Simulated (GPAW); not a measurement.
# Ge (I4_1/amd) in GPAW: notebook

Aim: see how the results for Ge move with the level of theory and the settings. Levels: PBE, PBE+D3(BJ), PBE+D4, RPBE. Tasks: single point, relaxation of cell and atoms.

All numbers are computed with GPAW 26.7.0; they aren't measurements. Logs are shortened: lines on timing, memory, paths and dates and some standing lists are left out, and cuts for length are marked. The log counts tension as positive stress, the text compression.

## (1) The structure

Symmetry: I4_1/amd, No. 141, tetragonal system. Conventional cell: a = 5.149 Å, b = 5.149 Å, c = 2.795 Å, α = 90.00°, β = 90.00°, γ = 90.00°. Around Ge (site symmetry -4m2) lie 6 Ge at 2.67 to 2.79 Å.

This isn't the form of Ge at room conditions, which is diamond.

## (2) Single point, PBE

run.py

```python
from ase.io import read
from gpaw import PW
from gpaw.dft import DFT

atoms = read('POSCAR')

dft = DFT(atoms,
          mode=PW(600),
          xc='PBE',
          kpts={'size': (11, 11, 11), 'gamma': True},
          occupations={'name': 'fermi-dirac', 'width': 0.05},
          nbands=11,
          convergence={'density': 1e-05, 'energy': 1e-05},
          maxiter=150,
          txt='gpaw.txt')
print(f'Energy: {dft.calculate_energy():.6f} eV')
print('Forces (eV/A):')
print(dft.calculate_forces().round(4))
print('Stress (eV/A^3):', dft.calculate_stress().round(6))
dft.write_gpw_file('gs.gpw')
```

POSCAR

```
Ge
1.0
   -2.5744897190      2.5744897190      1.3974126432
    2.5744897190     -2.5744897190      1.3974126432
    2.5744897190      2.5744897190     -1.3974126432
Ge
2
Direct
    0.5000000000      0.5000000000      0.0000000000
    0.2500000000      0.7500000000      0.5000000000
```

Potentials or basis: GPAW PAW data sets (gpaw-data 1.2.1), pw.

Started as:

```sh
OMP_NUM_THREADS=1 python run.py
```

gpaw.txt:

```text
Diagonalizing LCAO Hamiltonian
Converting LCAO to pw mode

       Ge    Ge

Atoms  # Å, Bohr magnetons
|   | symbol |        x |        y |        z |    initial magnetic moments |
|---|--------|----------|----------|----------|-----------------------------|
| 0 |     Ge | 0.000000 | 0.000000 | 1.397413 | ( 0.0000,  0.0000,  0.0000) |
| 1 |     Ge | 2.574490 | 0.000000 | 0.698706 | ( 0.0000,  0.0000,  0.0000) |

Unit cell  # Å
| periodic |         x |         y |         z |  lengths |     angles |
|----------|-----------|-----------|-----------|----------|------------|
|      yes | -2.574490 |  2.574490 |  1.397413 | 3.899841 |  97.376984 |
|      yes |  2.574490 | -2.574490 |  1.397413 | 3.899841 |  97.376984 |
|      yes |  2.574490 |  2.574490 | -1.397413 | 3.899841 | 138.005201 |

Number of symmetries: 8
Symmetry operations  # r_c * U_cc + t_c -> r_c
|   | kind |            matrix            |
|---|------|------------------------------|
| 0 |  σ   |  1, 1, 1,  0, 0,-1,  0,-1, 0 |
| 1 |  E   |  1, 0, 0,  0, 1, 0,  0, 0, 1 |
| 2 |  C2  |  0, 1, 0,  1, 0, 0, -1,-1,-1 |
| 3 |  S4  |  0, 0, 1, -1,-1,-1,  0, 1, 0 |
| 4 |  σ   |  0, 0,-1,  1, 1, 1, -1, 0, 0 |
| 5 |  C2  |  0,-1, 0, -1, 0, 0,  0, 0,-1 |
| 6 |  C2  | -1, 0, 0,  0,-1, 0,  1, 1, 1 |
| 7 |  S4  | -1,-1,-1,  0, 0, 1,  1, 0, 0 |

BZ-sampling:
  Number of BZ points: 1331
  Number of IBZ points: 126

  Monkhorst-Pack size: [11, 11, 11]
  Monkhorst-Pack shift: [0, 0, 0]

K-points  # in reciprocal-cell coordinates
|     |                                coordinates |     weight |
|-----|--------------------------------------------|------------|
|   0 | (  0.00000000,   0.00000000,   0.00000000) | 0.00075131 |
|   1 | (  0.09090909,  -0.09090909,   0.00000000) | 0.00300526 |
|   2 | (  0.09090909,  -0.09090909,   0.09090909) | 0.00300526 |
|   3 | (  0.09090909,   0.00000000,   0.00000000) | 0.00601052 |
|   4 | (  0.09090909,   0.09090909,  -0.09090909) | 0.00150263 |
|   5 | (  0.18181818,  -0.18181818,   0.00000000) | 0.00300526 |
|   6 | (  0.18181818,  -0.18181818,   0.09090909) | 0.00601052 |
|   7 | (  0.18181818,  -0.18181818,   0.18181818) | 0.00300526 |
|   8 | (  0.18181818,  -0.09090909,   0.00000000) | 0.01202104 |
|   9 | (  0.18181818,  -0.09090909,   0.09090909) | 0.00601052 |
| ... |                                            |            |
| 125 | (  0.45454545,   0.45454545,   0.45454545) | 0.00601052 |

Plane wave coefficients: 1258
Cutoff: 600.0 eV

Spin-components: 1 (collinear spins)
Bands:           11
Projectors:      10
Spin-degeneracy: 2
Datatype:        complex128

Parallelization:
  kpt:    1
  domain: 1
  band:   1

Density:
  Valence electrons: 8.0
  Components: 1
  Grid points: [24 24 24]
  Charge: 0.0  # |e|

Potential:
  Grid points: [24 24 24]

species:
  Ge:
    name:    Germanium
    Z:       32.0
    valence: 4
    core:    28
    charge:  0.0  # [|e|]
    compensation charges:
      type: gauss
      rc: 0.32  # [Å]
      lmax: 2
    cutoffs:
      filter: 1.77  # [Å]
      core: 3.42  # [Å]
    projectors
    | kind |    occ | energy [eV] | rcut [Å] |
    |------|--------|-------------|----------|
    |   4s |  2.000 |     -11.726 |    1.005 |
    |   4p |  2.000 |      -3.896 |    1.005 |
    |    s |        |      15.485 |    1.005 |
    |    p |        |      23.315 |    1.005 |
    |    d |        |       0.000 |    1.005 |

    Using partial waves for Ge as LCAO basis

Reference energy: -114195.275705  # eV

eigensolver:
  PPCG
  Converge bands: occupied
  niter=2

density mixing:
  MSR1-Mixer
  Pratt-step length: 0.05
  Maximum mixing coefficient: 0.75
  Old densities: 10
  SVD Regularization: 0.005
  Good broyden scale: 1.0
  Trust region scale: 1.0
  Backstep threshold: 4.0
  History deletion threshold: 6.0
  Fourier metric: weight=20.0, sigma=0.015

occupation numbers:
  Fermi-Dirac:
    width: 0.0500  # eV

poisson solver:
  ecut: 4800.0  # eV

xc functional:
  name: PBE with 2 nearest neighbor stencil

convergence criteria:
- Maximum integral of absolute [dens]ity change: 1e-05 electrons / valence electron
- Maximum [total energy] change in last 3 cyles: 1e-05 eV / valence electron
- Maximum integral of absolute [eigenst]ate change: 4e-08 eV^2 / valence electron
maximum number of iterations: 150

SCF iterations
|iter     | |      energy | eigst |  dens |
|---------|-|-------------|-------|-------|
|iter:   1| |   -8.582675 | -0.71 |       |
|iter:   2| |   -8.583105 | -3.09 | -1.18 |
|iter:   3| |   -8.580083 | -3.52 | -1.20 |
|iter:   4| |   -8.580303 | -4.33 | -1.71 |
|iter:   5| |   -8.580287 | -5.51 | -2.67 |
|iter:   6| |   -8.580287c| -7.25 | -3.75 |
|iter:   7| |   -8.580287c| -7.90c| -4.46 |
|iter:   8| |   -8.580287c| -9.03c| -5.28c|
SCF steps: 8
Energy contributions relative to reference atoms: (reference = -114195.275705)

Energy contributions:
  Kinetic:          18.925856
  Coulomb:         -16.571046
  Zero:             -0.002915
  External:          0.000000
  Xc:              -10.928159
  Entropy:          -0.008049
  Spinorbit:         0.000000
  ----------------------------
  Free energy:      -8.584312
  Extrapolated:     -8.580287

Forces  # eV/Ang
|       x |       y |       z |
|---------|---------|---------|
| 0.00000 | 0.00000 | 0.00000 |  # Ge   0
| 0.00000 | 0.00000 | 0.00000 |  # Ge   1

Stress tensor  # eV/Ang^3
|         x |         y |         z |
|-----------|-----------|-----------|
| -0.019580 | -0.000000 | -0.000000 |
| -0.000000 | -0.019580 |  0.000000 |
| -0.000000 |  0.000000 | -0.017975 |

Writing to gs.gpw (mode='')

  __  _  _
 | _ |_)|_||  |
 |__||  | ||/\| - 26.7.0

Input parameters:
  mode=PW(ecut=600.0),
  convergence={'density': 1e-05, 'energy': 1e-05},
  kpts=MonkhorstPack(size=(11, 11, 11), gamma=True),
  maxiter=150,
  nbands=11,
  occupations=Occupations(name='fermi-dirac', width=0.05),
  xc=XC(name='PBE')
# Writing to gs.gpw (mode='')
```

Run time: 32 s. Hardware: 1 thread of Arm Neoverse V1, shared host; peak memory 0.19 GiB.

What came out:

| Quantity | Value |
| --- | --- |
| Free energy | -8.5843 eV |
| Pressure | 3.1 GPa |
| Band gap on the k mesh | none (metal or under the smearing width) |

Levels at points of the mesh, in eV from the Fermi level:
```csv
k point,band 1,band 2,band 3,band 4,band 5,band 6,band 7
"(0.00, 0.00, 0.00)",-13.33,-4.09,-2.36,-2.36,3.24,7.60,7.60
```

## (3) Relaxation of cell and atoms, PBE+D3(BJ), target pressure -2 GPa, at which the enthalpy is minimised

run.py

```python
from ase import Atoms
from ase.calculators.mixing import SumCalculator
from ase.filters import FrechetCellFilter
from ase.io import write
from ase.optimize import LBFGS
from ase.units import GPa
from dftd3.ase import DFTD3
from gpaw import GPAW, PW

atoms = Atoms(['Ge', 'Ge'],
              cell=[[-2.574489719, 2.574489719, 1.3974126432],
                    [2.574489719, -2.574489719, 1.3974126432],
                    [2.574489719, 2.574489719, -1.3974126432]],
              scaled_positions=[[0.5, 0.5, 0.0],
                                [0.25, 0.75, 0.5]],
              pbc=True)

calc = GPAW(mode=PW(600),
            xc='PBE',
            kpts={'size': (11, 11, 11), 'gamma': True},
            occupations={'name': 'fermi-dirac', 'width': 0.05},
            nbands=11,
            convergence={'density': 1e-05, 'forces': 0.0001},
            maxiter=150,
            txt='gpaw.txt')
atoms.calc = SumCalculator([calc, DFTD3(method='pbe', damping='d3bj')])
opt = LBFGS(FrechetCellFilter(atoms, scalar_pressure=-2 * GPa), trajectory='relax.traj', logfile='-')
done = opt.run(fmax=0.05, steps=60)
calc.write('gs.gpw')
write('result.traj', atoms)
print('Converged:', done)
print('Cell:', atoms.cell.cellpar().round(4))
print('Volume:', round(atoms.get_volume(), 4))
print(atoms.get_scaled_positions().round(5))
```

Potentials or basis: GPAW PAW data sets (gpaw-data 1.2.1), pw.

Started as:

```sh
OMP_NUM_THREADS=1 python run.py
```

Run time: 99 s. Hardware: 1 thread of Arm Neoverse V1, shared host; peak memory 0.24 GiB.

The run converged. Its results:

* Free energy: -9.2965 eV
* Relaxed volume: 19.02 Å³/atom
* Relaxed cell: a = 3.935 Å, b = 3.935 Å, c = 3.935 Å, α = 97.36°, β = 97.36°, γ = 138.06°
* Space group after relaxing (to 0.05 Å): I4_1/amd (No. 141)
* Energy change on relaxing (the enthalpy is what falls): +3.0 meV/atom
* Ionic steps: 3
* Pressure after relaxing: -2.0 GPa
* Band gap on the k mesh: none (metal or under the smearing width)
* Dispersion energy per atom: -0.350 eV

Stress tensor (GPa, compression positive):
```
-1.88  0.00  0.00
 0.00 -1.88  0.00
 0.00  0.00 -2.13
```

The path:
| step | energy change (eV) | largest force (eV/Å) | pressure (GPa) | volume (Å³) |
| --- | --- | --- | --- | --- |
| 1 | 0.0000 | 0.0000 | -0.05 | 37.05 |
| 2 | 0.0002 | 0.0000 | -0.42 | 37.23 |
| 3 | 0.0060 | 0.0000 | -1.96 | 38.04 |

Final structure:
```cif
data_structure
_symmetry_space_group_name_H-M 'P 1'
_symmetry_Int_Tables_number 1
_cell_length_a 3.9355
_cell_length_b 3.9355
_cell_length_c 3.9355
_cell_angle_alpha 97.357
_cell_angle_beta 97.357
_cell_angle_gamma 138.063
_cell_volume 38.04
loop_
_atom_site_label
_atom_site_type_symbol
_atom_site_fract_x
_atom_site_fract_y
_atom_site_fract_z
_atom_site_occupancy
Ge1 Ge 0.50000 0.50000 0.00000 1
Ge2 Ge 0.25000 0.75000 0.50000 1
```

Levels at points of the mesh, in eV from the Fermi level:
```tsv
k point	band 2	band 3	band 4	band 5	band 6	band 7
(0.00, 0.00, 0.00)	-4.18	-2.28	-2.28	3.31	7.43	7.43
```

Caveat: later steps reuse the first step's grids; pairwise dispersion overbinds metals, which lowers pressure and volume.

## (4) Relaxation of cell and atoms, PBE+D4

run.py

```python
from ase.calculators.mixing import SumCalculator
from ase.filters import FrechetCellFilter
from ase.io import read, write
from ase.optimize import BFGS
from dftd4.ase import DFTD4
from gpaw import GPAW, PW

atoms = read('POSCAR')

calc = GPAW(mode=PW(600),
            xc='PBE',
            kpts={'size': (11, 11, 11), 'gamma': True},
            occupations={'name': 'fermi-dirac', 'width': 0.05},
            nbands=11,
            convergence={'density': 1e-05, 'forces': 0.0001},
            maxiter=150,
            txt='gpaw.txt')
atoms.calc = SumCalculator([calc, DFTD4(method='pbe')])
opt = BFGS(FrechetCellFilter(atoms), trajectory='relax.traj', logfile='-')
done = opt.run(fmax=0.01, steps=60)
calc.write('gs.gpw')
write('result.traj', atoms)
print('Converged:', done)
print('Cell:', atoms.cell.cellpar().round(4))
print('Volume:', round(atoms.get_volume(), 4))
print(atoms.get_scaled_positions().round(5))
```

POSCAR is that of step 2.

Started as:

```sh
OMP_NUM_THREADS=1 python run.py
```

Wall time 1.8 min (1 thread of Arm Neoverse V1, shared host); peak memory 0.26 GiB.

The run converged. Its results:

```yaml
Free_energy: -9.3658 eV
Relaxed_volume: 18.49 Å³/atom
Relaxed_cell: a = 3.900 Å, b = 3.900 Å, c = 3.900 Å, α = 97.34°, β = 97.34°, γ = 138.11°
Space_group_after_relaxing_to_0.05_Å: I4_1/amd (No. 141)
Energy_gained_by_relaxing: 0.0 meV/atom
Ionic_steps: 4
Pressure_after_relaxing: 0.1 GPa
Band_gap_on_the_k_mesh: none (metal or under the smearing width)
Dispersion_energy_per_atom: -0.391 eV
```

Final structure:
```
CELL_PARAMETERS angstrom
-2.57554 2.57554 1.39406
2.57554 -2.57554 1.39406
2.57554 2.57554 -1.39406
ATOMIC_POSITIONS crystal
Ge 0.50000 0.50000 0.00000
Ge 0.25000 0.75000 0.50000
```

Levels at points of the mesh, in eV from the Fermi level:
```
           k point  band 1  band 2  band 3  band 4  band 5  band 6  band 7
(0.00, 0.00, 0.00)  -13.34   -4.12   -2.38   -2.38    3.23    7.59    7.59
```

Caveat: later steps reuse the first step's grids; pairwise dispersion overbinds metals, which lowers pressure and volume.

## (5) Relaxation of cell and atoms, RPBE

run.py

```python
from ase.filters import FrechetCellFilter
from ase.io import read, write
from ase.optimize import BFGS
from gpaw import GPAW, PW

atoms = read('POSCAR')

calc = GPAW(mode=PW(600),
            xc='RPBE',
            kpts={'size': (11, 11, 11), 'gamma': True},
            occupations={'name': 'fermi-dirac', 'width': 0.05},
            nbands=11,
            convergence={'density': 1e-05, 'forces': 0.0001},
            maxiter=150,
            txt='gpaw.txt')
atoms.calc = calc
opt = BFGS(FrechetCellFilter(atoms), trajectory='relax.traj', logfile='-')
done = opt.run(fmax=0.05, steps=100)
calc.write('gs.gpw')
write('result.traj', atoms)
print('Converged:', done)
print('Cell:', atoms.cell.cellpar().round(4))
print('Volume:', round(atoms.get_volume(), 4))
print(atoms.get_scaled_positions().round(5))
```

POSCAR is that of step 4.

Potentials or basis: the program's PAW data sets (release 1.2.1) made for this functional, pw.

Started as:

```sh
OMP_NUM_THREADS=1 python run.py
```

Wall time 1.7 min (1 thread of Arm Neoverse V1, shared host); peak memory 0.24 GiB.

The run converged. Its results:

* Free energy: -7.8631 eV
* Relaxed volume: 19.68 Å³/atom
* Relaxed cell: a = 3.980 Å, b = 3.980 Å, c = 3.980 Å, α = 97.36°, β = 97.36°, γ = 138.05°
* Space group after relaxing (to 0.05 Å): I4_1/amd (No. 141)
* Energy gained by relaxing: 17.7 meV/atom
* Ionic steps: 3
* Pressure after relaxing: 0.2 GPa
* Band gap on the k mesh: none (metal or under the smearing width)

Stress tensor (GPa, compression positive):
```
0.33 0.00 0.00
0.00 0.33 0.00
0.00 0.00 0.06
```

The path:
| step | energy change (eV) | largest force (eV/Å) | pressure (GPa) | volume (Å³) |
| --- | --- | --- | --- | --- |
| 1 | 0.0000 | 0.0000 | 4.81 | 37.05 |
| 2 | -0.0120 | 0.0000 | 3.81 | 37.49 |
| 3 | -0.0353 | 0.0000 | 0.24 | 39.35 |

Final structure:
```
CELL_PARAMETERS angstrom
-2.62777 2.62777 1.42471
2.62777 -2.62777 1.42471
2.62777 2.62777 -1.42471
ATOMIC_POSITIONS crystal
Ge 0.50000 0.50000 0.00000
Ge 0.25000 0.75000 0.50000
```

Levels at points of the mesh, in eV from the Fermi level:
| k point | band 2 | band 3 | band 4 | band 5 | band 6 | band 7 |
| --- | --- | --- | --- | --- | --- | --- |
| (0.00, 0.00, 0.00) | -4.22 | -2.18 | -2.18 | 3.36 | 7.25 | 7.25 |

Caveat: later steps reuse the first step's grids.

## (6) The reference run

An earlier run on the cell as given: functional PBE; potentials or basis GPAW PAW data sets (gpaw-data 1.2.1); cutoff 600 eV; basis pw; k mesh 11 × 11 × 11; occupations fermi-dirac, width 0.05 eV; no spin polarisation.

* Pressure: 3.1 GPa
* Band gap on the k mesh: none (metal or under the smearing width)

## (7) Overview

```tsv
task	level	potentials or basis	cell	optimizer	fmax	max steps	target pressure	convergence	gap on the mesh (eV)	pressure (GPa)	relaxed volume (Å³/atom)
single point	PBE	GPAW PAW data sets (gpaw-data 1.2.1), pw	as given	-	-	-	-	-	none	3.1	-
relaxation of cell and atoms	PBE+D3(BJ)	GPAW PAW data sets (gpaw-data 1.2.1), pw	relaxed to -2 GPa	LBFGS	0.05 eV/Å	60	-2 GPa	density=1e-05 forces=0.0001	none	-2.0	-
relaxation of cell and atoms	PBE+D4	GPAW PAW data sets (gpaw-data 1.2.1), pw	relaxed	BFGS	0.01 eV/Å	60	-	density=1e-05 forces=0.0001	none	0.1	18.49
relaxation of cell and atoms	RPBE	the program's PAW data sets (release 1.2.1) made for this functional, pw	relaxed	BFGS	0.05 eV/Å	100	-	density=1e-05 forces=0.0001	none	0.2	19.68
```

Alike in all rows: no spin polarisation; k mesh 11 × 11 × 11; cutoff (eV) 600; smearing fermi-dirac 0.05 eV.

Caveats: later steps reuse the first step's grids (some runs); pairwise dispersion overbinds metals, which lowers pressure and volume (some runs).

Total energies depend on the potentials used, so only differences within one code and one set of settings carry meaning.
